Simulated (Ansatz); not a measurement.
InP, InAs, InSb: one prototype (h-MgO type), with P, As, Sb on the same site. Each was relaxed with r2SCAN in the plane-wave code Ansatz, and the gaps are read on those cells (d direct, i indirect). Simulated, non-magnetic, generated structures, which need not be known phases.

```
compound  a (Å)  c (Å)        gap, PBE (eV)     gap, r2SCAN (eV)
     InP  4.393  5.973  none (overlap 0.83)  none (overlap 0.77)
    InAs  4.608  5.996  none (overlap 1.09)  none (overlap 0.91)
    InSb  5.030  6.206  none (overlap 1.30)  none (overlap 1.37)
```

From InP to InAs, a changes by +0.215 Å. From InAs to InSb, a changes by +0.422 Å.

No spin-orbit coupling is included; it can move band edges with weight on the heavy atoms by tenths of an eV.

Overlapping bands make a metal at that level, for which these meshes are coarse; small forces, stresses and energy differences are uncertain.
